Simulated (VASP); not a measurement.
# Ga (I4/mmm) in VASP: settings compared, part 2 of 2

VASP 6.6.1. Earlier steps stand in the parts before.

### Step 4. Equation of state, PBEsol, 17.36 Å³/atom (volume scaled by 0.98)

The input, INCAR:

```
SYSTEM = Ga
PREC = Accurate
ENCUT = 520
EDIFF = 1E-7
ISMEAR = -1
SIGMA = 0.05
LREAL = .False.
LASPH = .True.
NELM = 80
ALGO = Normal
ISIF = 2
LWAVE = .False.
LCHARG = .False.
GGA = PS
NBANDS = 12
```

The input, KPOINTS:

```
regular mesh
0
Gamma
  13 13 13
  0 0 0
```

The input, POSCAR:

```
Ga
1.0
   -1.3751071731      1.3751071731      2.2957117997
    1.3751071731     -1.3751071731      2.2957117997
    1.3751071731      1.3751071731     -2.2957117997
Ga
1
Direct
    0.0000000000      0.0000000000      0.0000000000
```

Command:

```
cat potpaw_PBE.64/Ga_d/POTCAR > POTCAR
mpirun -np 1 vasp_std > vasp.out
```

Wall time 26 s (1 thread of Intel Xeon Platinum 8259CL at 2.50GHz (Skylake/Cascade Lake), shared host); peak memory 0.16 GiB.

It converged, with:

```yaml
Free_energy: -3.3367 eV
Pressure: 1.1 GPa
Band_gap_on_the_k_mesh: none (metal or under the smearing width)
```

Caveat: the PAW data sets were made with another functional, which shifts forces and pressure a little.

### Step 5. Equation of state, PBEsol, 18.07 Å³/atom (volume scaled by 1.02)

INCAR is that of step 4.

KPOINTS is that of step 4.

The input, POSCAR:

```
Ga
1.0
   -1.3935671902      1.3935671902      2.3265304007
    1.3935671902     -1.3935671902      2.3265304007
    1.3935671902      1.3935671902     -2.3265304007
Ga
1
Direct
    0.0000000000      0.0000000000      0.0000000000
```

Command:

```
cat potpaw_PBE.64/Ga_d/POTCAR > POTCAR
mpirun -np 1 vasp_std > vasp.out
```

Run time: 27 s. Hardware: 1 thread of Intel Xeon Platinum 8259CL at 2.50GHz (Skylake/Cascade Lake), shared host; peak memory 0.16 GiB.

The run converged. Its results:

```yaml
Free_energy: -3.3357 eV
Pressure: -1.4 GPa
Band_gap_on_the_k_mesh: none (metal or under the smearing width)
```

Caveat: the PAW data sets were made with another functional, which shifts forces and pressure a little.

### Step 6. Equation of state, PBEsol, 18.43 Å³/atom (volume scaled by 1.04)

INCAR is that of step 5.

KPOINTS is that of step 5.

The input, POSCAR:

```
Ga
1.0
   -1.4026165814      1.4026165814      2.3416381643
    1.4026165814     -1.4026165814      2.3416381643
    1.4026165814      1.4026165814     -2.3416381643
Ga
1
Direct
    0.0000000000      0.0000000000      0.0000000000
```

Potentials or basis: VASP PAW PBE potentials, release 64 (Ga_d).

Command:

```
cat potpaw_PBE.64/Ga_d/POTCAR > POTCAR
mpirun -np 1 vasp_std > vasp.out
```

It took 21 s on 1 thread of Intel Xeon Platinum 8259CL at 2.50GHz (Skylake/Cascade Lake), shared host; peak memory 0.16 GiB.

The run converged. Its results:

- Free energy: -3.3316 eV
- Pressure: -2.4 GPa
- Band gap on the k mesh: none (metal or under the smearing width)

Caveat: the PAW data sets were made with another functional, which shifts forces and pressure a little.

### Step 7. Equation of state, PBEsol, 18.78 Å³/atom (volume scaled by 1.06)

INCAR is that of step 6.

KPOINTS is that of step 6.

The input, POSCAR:

```
Ga
1.0
   -1.4115506858      1.4115506858      2.3565534592
    1.4115506858     -1.4115506858      2.3565534592
    1.4115506858      1.4115506858     -2.3565534592
Ga
1
Direct
    0.0000000000      0.0000000000      0.0000000000
```

Command:

```
cat potpaw_PBE.64/Ga_d/POTCAR > POTCAR
mpirun -np 1 vasp_std > vasp.out
```

It took 21 s on 1 thread of Intel Xeon Platinum 8259CL at 2.50GHz (Skylake/Cascade Lake), shared host; peak memory 0.16 GiB.

It converged, with:

| Item | Value |
| --- | --- |
| Free energy | -3.3253 eV |
| Pressure | -3.3 GPa |
| Band gap on the k mesh | none (metal or under the smearing width) |

Caveat: the PAW data sets were made with another functional, which shifts forces and pressure a little.

### Step 8. Equation of state, PBEsol

Potentials or basis: VASP PAW PBE potentials, release 64 (Ga_d).

This step only gathers the single runs of the series.

What came out:

```yaml
Equilibrium_volume: 17.65 Å³/atom
Bulk_modulus_at_fixed_shape_and_positions: 62 GPa
Pressure_derivative_of_the_bulk_modulus: 5.5
```

Energy against volume, from the lowest point:
| volume (Å³/atom) | energy (meV/atom) |
| --- | --- |
| 16.655 | 12.33 |
| 17.010 | 4.88 |
| 17.364 | 0.90 |
| 17.718 | 0.00 |
| 18.073 | 1.81 |
| 18.427 | 6.00 |
| 18.781 | 12.24 |

Caveat: the cell was scaled at fixed shape and fractional positions, which overstates the stiffness of a crystal with free parameters, most of all of layers and chains; the PAW data sets were made with another functional, which shifts forces and pressure a little.

### Step 9. Equation of state, PBE, 16.66 Å³/atom (volume scaled by 0.94)

The input, INCAR:

```
PREC = Accurate
ENCUT = 520
EDIFF = 1E-7
ISMEAR = -1
SIGMA = 0.05
LREAL = F
LASPH = T
NELM = 100
ALGO = Normal
ISIF = 2
LWAVE = F
LCHARG = F
GGA = PE
NBANDS = 12
```

The input, KPOINTS:

```
regular mesh
0
Gamma
  13 13 13
```

The input, POSCAR:

```
Ga
1.0
   -1.3561377546      1.3561377546      2.2640427644
    1.3561377546     -1.3561377546      2.2640427644
    1.3561377546      1.3561377546     -2.2640427644
Ga
1
Direct
    0.0000000000      0.0000000000      0.0000000000
```

Potentials or basis: VASP PAW PBE potentials, release 64 (Ga_d).

Command:

```
cat potpaw_PBE.64/Ga_d/POTCAR > POTCAR
mpirun -np 1 vasp_std > vasp.out
```

Wall time 24 s (1 thread of Intel Xeon Platinum 8559C (Emerald Rapids), shared host); peak memory 0.16 GiB.

Results (log left out):

| Item | Value |
| --- | --- |
| Free energy | -2.8368 eV |
| Pressure | 8.5 GPa |
| Band gap on the k mesh | none (metal or under the smearing width) |

### Step 10. Equation of state, PBE, 17.01 Å³/atom (volume scaled by 0.96)

The input, INCAR:

```
PREC = Accurate ; ENCUT = 520
EDIFF = 1E-7 ; ISMEAR = -1
SIGMA = 0.05 ; LREAL = F
LASPH = T ; NELM = 100
ALGO = Normal ; ISIF = 2
LWAVE = F ; LCHARG = F
GGA = PE ; NBANDS = 12
```

The input, KPOINTS:

```
Automatic mesh
0
Gamma
  13 13 13
```

The input, POSCAR:

```
Ga
1.0
   -1.3656883352      1.3656883352      2.2799872528
    1.3656883352     -1.3656883352      2.2799872528
    1.3656883352      1.3656883352     -2.2799872528
Ga
1
Direct
    0.0000000000      0.0000000000      0.0000000000
```

Command:

```
cat potpaw_PBE.64/Ga_d/POTCAR > POTCAR
mpirun -np 1 vasp_std > vasp.out
```

It took 26 s on 1 thread of Intel Xeon Platinum 8559C (Emerald Rapids), shared host; peak memory 0.16 GiB.

It converged, with:

| Property | Result |
| --- | --- |
| Free energy | -2.8536 eV |
| Pressure | 6.7 GPa |
| Band gap on the k mesh | none (metal or under the smearing width) |

### Step 11. Equation of state, PBE, 17.36 Å³/atom (volume scaled by 0.98)

The input, INCAR:

```
PREC = Accurate
ENCUT = 520
EDIFF = 1E-7
ISMEAR = -1
SIGMA = 0.05
LREAL = F
LASPH = T
NELM = 100
ALGO = Normal
ISIF = 2
LWAVE = F
LCHARG = F
GGA = PE
NBANDS = 12
```

The input, KPOINTS:

```
regular mesh
0
Gamma
  13 13 13
```

The input, POSCAR:

```
Ga
1.0
   -1.3751071731      1.3751071731      2.2957117997
    1.3751071731     -1.3751071731      2.2957117997
    1.3751071731      1.3751071731     -2.2957117997
Ga
1
Direct
    0.0000000000      0.0000000000      0.0000000000
```

Command:

```
cat potpaw_PBE.64/Ga_d/POTCAR > POTCAR
mpirun -np 1 vasp_std > vasp.out
```

Run time: 25 s. Hardware: 1 thread of Intel Xeon Platinum 8559C (Emerald Rapids), shared host; peak memory 0.16 GiB.

It converged, with:

| Quantity | Value |
| --- | --- |
| Free energy | -2.8665 eV |
| Pressure | 5.0 GPa |
| Band gap on the k mesh | none (metal or under the smearing width) |

### Step 12. Equation of state, PBE, 18.07 Å³/atom (volume scaled by 1.02)

The input, INCAR:

```
  ALGO = Normal
  EDIFF = 1E-7
  ENCUT = 520
  GGA = PE
  ISIF = 2
  ISMEAR = -1
  LASPH = T
  LCHARG = F
  LREAL = F
  LWAVE = F
  NBANDS = 12
  NELM = 60
  PREC = Accurate
  SIGMA = 0.05
```

The input, KPOINTS:

```
k-points
0
Gamma
  13 13 13
```

The input, POSCAR:

```
Ga
1.0
   -1.3935671902      1.3935671902      2.3265304007
    1.3935671902     -1.3935671902      2.3265304007
    1.3935671902      1.3935671902     -2.3265304007
Ga
1
Direct
    0.0000000000      0.0000000000      0.0000000000
```

Potentials or basis: VASP PAW PBE potentials, release 64 (Ga_d).

Command:

```
cat potpaw_PBE.64/Ga_d/POTCAR > POTCAR
mpirun -np 1 vasp_std > vasp.out
```

Run time: 24 s. Hardware: 1 thread of Intel Xeon Platinum 8559C (Emerald Rapids), shared host; peak memory 0.16 GiB.

Results (log left out):

| Quantity | Value |
| --- | --- |
| Free energy | -2.8826 eV |
| Pressure | 2.3 GPa |
| Band gap on the k mesh | none (metal or under the smearing width) |

### Step 13. Equation of state, PBE, 18.43 Å³/atom (volume scaled by 1.04)

The input, INCAR:

```
PREC     = Accurate       # precision mode
ENCUT    = 520            # plane-wave cutoff, eV
EDIFF    = 1E-7           # SCF threshold, eV
ISMEAR   = -1             # smearing method
SIGMA    = 0.05           # smearing width, eV
LREAL    = F              # projectors in reciprocal space
LASPH    = T              # aspherical terms in the spheres
NELM     = 60             # most SCF steps
ALGO     = Normal         # electronic algorithm
ISIF     = 2              # what is computed and relaxed
LWAVE    = F              # write WAVECAR
LCHARG   = F              # write CHGCAR
GGA      = PE             # functional
NBANDS   = 12             # bands
```

The input, KPOINTS:

```
Automatic mesh
0
Gamma
  13 13 13
```

The input, POSCAR:

```
Ga
1.0
   -1.4026165814      1.4026165814      2.3416381643
    1.4026165814     -1.4026165814      2.3416381643
    1.4026165814      1.4026165814     -2.3416381643
Ga
1
Direct
    0.0000000000      0.0000000000      0.0000000000
```

Command:

```
cat potpaw_PBE.64/Ga_d/POTCAR > POTCAR
mpirun -np 1 vasp_std > vasp.out
```

Run time: 24 s. Hardware: 1 thread of Intel Xeon Platinum 8559C (Emerald Rapids), shared host; peak memory 0.16 GiB.

Results (log left out):

```
Free energy            : -2.8865 eV
Pressure               : 1.2 GPa
Band gap on the k mesh : none (metal or under the smearing width)
```

### Step 14. Equation of state, PBE, 18.78 Å³/atom (volume scaled by 1.06)

The input, INCAR:

```
ALGO     = Normal         # electronic algorithm
EDIFF    = 1E-7           # SCF threshold, eV
ENCUT    = 520            # plane-wave cutoff, eV
GGA      = PE             # functional
ISIF     = 2              # what is computed and relaxed
ISMEAR   = -1             # smearing method
LASPH    = T              # aspherical terms in the spheres
LCHARG   = F              # write CHGCAR
LREAL    = F              # projectors in reciprocal space
LWAVE    = F              # write WAVECAR
NBANDS   = 12             # bands
NELM     = 60             # most SCF steps
PREC     = Accurate       # precision mode
SIGMA    = 0.05           # smearing width, eV
```

The input, KPOINTS:

```
k-points
0
Gamma
  13 13 13
```

The input, POSCAR:

```
Ga
1.0
   -1.4115506858      1.4115506858      2.3565534592
    1.4115506858     -1.4115506858      2.3565534592
    1.4115506858      1.4115506858     -2.3565534592
Ga
1
Direct
    0.0000000000      0.0000000000      0.0000000000
```

Command:

```
cat potpaw_PBE.64/Ga_d/POTCAR > POTCAR
mpirun -np 1 vasp_std > vasp.out
```

It took 22 s on 1 thread of Intel Xeon Platinum 8559C (Emerald Rapids), shared host; peak memory 0.16 GiB.

The run converged. Its results:

```
Free energy            : -2.8881 eV
Pressure               : 0.2 GPa
Band gap on the k mesh : none (metal or under the smearing width)
```

### Step 15. Equation of state, PBE

Potentials or basis: VASP PAW PBE potentials, release 64 (Ga_d).

This step only gathers the single runs of the series.

What came out:

* Equilibrium volume: 18.87 Å³/atom (rough: see the caveat)
* Bulk modulus at fixed shape and positions: 48 GPa (rough)

Energy against volume, from the lowest point:
```csv
volume (Å³/atom),energy (meV/atom)
16.655,51.33
17.010,34.56
17.364,21.60
17.718,12.03
18.073,5.48
18.427,1.58
18.781,0.00
```

Caveat: the minimum lies outside the volumes run; the cell was scaled at fixed shape and fractional positions, which overstates the stiffness of a crystal with free parameters, most of all of layers and chains.
